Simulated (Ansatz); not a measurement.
The following input was run with Ansatz 0.2.0.

```yaml
crystal:
  lattice:
    - [0.0, 2.3624704741, 2.3624704741]
    - [2.3624704741, 0.0, 2.3624704741]
    - [2.3624704741, 2.3624704741, 0.0]
  atoms:
    - { symbol: Be, position: [0.0, 0.0, 0.0] }
    - { symbol: S, position: [0.25, 0.25, 0.25] }
basis:
  ecutwfc: 420
kpoints:
  mp_grid: { grid: [8, 8, 8] }
hamiltonian:
  xc: pbe
scf:
  occupations: { method: gaussian, width: 0.02 }
output:
  forces: true
  stress: true
  eigenvalues: true
```

Run as
```bash
ansatz run input.yaml --threads 1 --pin off --max-ram 2560MiB --backend cpu --events-out ev --progress --plain --runs-dir out
```

Computed with DFT PBE, scalar-relativistic, plane waves, PAW in Ansatz.

From the run's log, abridged:

```
Pseudopotentials: kind: paw
Pseudopotential: Be, paw, valence charge 2, recommended cutoff 420 eV (normal)
Pseudopotential: S, paw, valence charge 6, recommended cutoff 420 eV (normal)
Functional definition: PBE
Crystal: 2 atoms, lattice volume = 26.371 Å³
Basis set: ecut = 420 eV, 531 PW (Γ), exchange–correlation on 48×48×48 points (8 copies of the dense FFT grid, shifted against one another)
Bands: 8, of which v1, the nominal top of the filled ones, is band 4 counted from 1 (3 counted from 0)
Symmetry: 24 space group operations
Space group: F-43m (ITA 216), of the structure as read, at distance tolerance 3.0e-5 Å
k-points: 29 of 512 (time reversal used)
Initial density: superposition of atomic densities (neutral atoms: chi_scale 0, normalization atom), corrected by the library's trained network
Initial wavefunctions: pseudopotential atomic-orbital guess
Functional: x = pbe(κ = 0.804, μ = 0.21951497), c = pbe(β = 0.06672455)
SCF iter   1: F=—  HF=-996.886768 eV  |F-HF|=—  |Δ(HF+E_count)|=         —  Δρ=1.26e-3  dr2=4.79e-4  ethr=1.77e-3  ⟨swp⟩=5.4  Hψ=1938  notcnv=0
SCF iter   2: F=—  HF=-996.885974 eV  |F-HF|=—  |Δ(HF+E_count)|=   7.94e-4  Δρ=5.13e-4  dr2=6.48e-5  ethr=5.99e-6  ⟨swp⟩=2.1  Hψ=620  notcnv=0
SCF iter   3: F=—  HF=-996.886015 eV  |F-HF|=—  |Δ(HF+E_count)|=   4.18e-5  Δρ=1.85e-4  dr2=5.43e-6  ethr=8.09e-7  ⟨swp⟩=2.3  Hψ=335  notcnv=0
SCF iter   4: F=—  HF=-996.886049 eV  |F-HF|=—  |Δ(HF+E_count)|=   3.31e-5  Δρ=4.55e-5  dr2=3.12e-7  ethr=6.79e-8  ⟨swp⟩=2.7  Hψ=347  notcnv=0
SCF iter   5: F=-996.886050 eV  HF=-996.886050 eV  |F-HF|=3.06e-9  |Δ(HF+E_count)|=   1.83e-6  Δρ=4.50e-6  dr2=4.60e-9  ethr=3.91e-9  ⟨swp⟩=2.1  Hψ=344  notcnv=0
SCF iter   6: F=-996.886050 eV  HF=-996.886050 eV  |F-HF|=2.57e-11  |Δ(HF+E_count)|=   4.99e-9  Δρ=3.90e-7  dr2=4.08e-11  ethr=5.75e-11  ⟨swp⟩=1.2  Hψ=698  notcnv=0
SCF 1 converged in 6 iterations: F = -996.886050 eV  dr2 = 4.08e-11
SCF converged after 6 iterations
Free energy (F): -996.886050 eV
Harris-Foulkes:  -996.886050 eV  (|F-HF|=2.57e-11)
Internal energy: -996.886050 eV  (E = F + TS)
E sigma→0 (E₀):  -996.886050 eV
Fermi energy:    7.739377 eV
--- Per-component energies (eV) ---
  E_band       = 6.703097
  E_kinetic    = 130.955232
  E_local      = -106.899614  (includes V_loc(G=0)·N_el)
  E_nonlocal   = 33.142401
  E_hartree    = 33.064283
  E_xc         = -118.262208
  E_vxc        = -110.082366  (∫ρ·V_xc dr)
  E_paw        = -660.103684  (= ΣΔE_a)
  E_vpaw       = -6.541153  (= ΣTr[D̂ρ^β])
  E_aug_tail   = 0.000001  (compensation charges beyond the density's cutoff)
  E_ewald      = -308.782461
  E_smearing   =  0.000000  (= −TS)
--- Forces (eV/Å), atoms counted from 1 ---
  atom   1  Be     0.00000000     0.00000000     0.00000000
  atom   2  S      0.00000000     0.00000000     0.00000000
--- Stress (GPa, compression-positive) ---
       10.497432       0.000000       0.000000
        0.000000      10.497432       0.000000
        0.000000       0.000000      10.497432
  P = ⅓ Tr σ = 10.4974 GPa (104.974 kbar)
--- Band table (eV; the first three rows and the last of 29) ---
  k-point 0: bands = ["-7.9651", "6.2798", "6.2798", "6.2798", "11.8822", "11.8822", "11.8822", "12.8523"]
  k-point 1: bands = ["-7.7688", "4.9826", "6.0534", "6.0534", "12.0103", "12.2752", "12.2752", "14.0384"]
  k-point 2: bands = ["-7.2226", "2.7048", "5.6105", "5.6105", "12.0445", "12.8510", "12.8510", "16.1599"]
  k-point 28: bands = ["-5.4367", "1.7143", "1.9822", "2.5415", "12.7983", "14.3050", "14.9986", "15.5106"]
```

The calculation finished and met its thresholds.

The run took 0.44 s on 1 thread of AMD EPYC 9R45 96-Core Processor (Zen 5), on a shared host, peak memory 0.3 GiB.